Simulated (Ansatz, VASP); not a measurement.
## One calculation of C, two programs

```
CELL_PARAMETERS angstrom
0.00000 1.76587 1.76587
1.76587 0.00000 1.76587
1.76587 1.76587 0.00000
ATOMIC_POSITIONS crystal
C 0.00000 0.00000 0.00000
C 0.25000 0.25000 0.25000
```

Alike in both runs: functional LDA; k mesh 12 × 12 × 12; occupations gaussian, width 0.02 eV; no spin polarisation.

Ansatz relaxed the structure, and its values are those at the end. VASP's run is a single point on that final structure, the one shown.

|  | VASP | Ansatz |
| --- | --- | --- |
| version | VASP 6.6.1 | Ansatz 0.2.0 |
| potentials or method | VASP PAW LDA potentials, release 64 (C) | scalar-relativistic, plane waves, PAW |
| plane-wave cutoff (eV) | 520 | 420 |
| valence electrons in the cell | 8 | 8 |

```csv
,VASP,Ansatz,Ansatz less VASP
gap on the k mesh at the Fermi level (eV),4.20,4.20,+0.001
least direct gap on the mesh (eV),5.63,5.62,-0.002
pressure (GPa),1.6,0.0,-1.63
```
